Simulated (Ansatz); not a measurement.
# Ta (fcc type): the cost of one run

Computed with Ansatz 0.2.0 (DFT, PBE, PAW with Ansatz's default frozen-core files, scalar-relativistic, unless a step's input says otherwise).

### 1 The system as given

The structure is cubic, space group Fm-3m (No. 225). Conventional cell: a = 4.185 Å, b = 4.185 Å, c = 4.185 Å, α = 90.00°, β = 90.00°, γ = 90.00°. Ta (site symmetry m-3m) has 12 Ta at 2.96 Å as nearest neighbours.

Structure file:

```cif
data_structure
_symmetry_space_group_name_H-M 'P 1'
_symmetry_Int_Tables_number 1
_cell_length_a 2.9591
_cell_length_b 2.9591
_cell_length_c 2.9591
_cell_angle_alpha 60.000
_cell_angle_beta 60.000
_cell_angle_gamma 60.000
_cell_volume 18.32
loop_
_atom_site_label
_atom_site_type_symbol
_atom_site_fract_x
_atom_site_fract_y
_atom_site_fract_z
_atom_site_occupancy
Ta1 Ta 0.00000 0.00000 0.00000 1
```

### 2 Cell relaxed at zero pressure, PAW

The input, input.yaml:

```yaml
crystal:
  lattice:
    - [0.0, 2.0923759827, 2.0923759827]
    - [2.0923759827, 0.0, 2.0923759827]
    - [2.0923759827, 2.0923759827, 0.0]
  atoms:
    - { symbol: Ta, position: [0.0, 0.0, 0.0] }
kpoints:
  mp_grid: { grid: [16, 16, 16] }
scf:
  occupations: { method: fermi_dirac, width: 0.08 }
hamiltonian:
  xc: pbe
  pseudopotentials: { kind: paw }
output:
  forces: true
  stress: true
relax:
  f_tol: 0.005
  max_steps: 40
  cell: {}
```

The run is started by

```
$ ansatz run input.yaml --threads 1 --pin off --max-ram 3584MiB --backend cpu --events-out ev --progress --plain --runs-dir out
```

**Question.** How long does this run take on 1 thread of Intel Xeon Platinum 8488C (Sapphire Rapids), shared host, and how much memory does it need?

About 5.7 s, with a peak of 0.36 GiB.
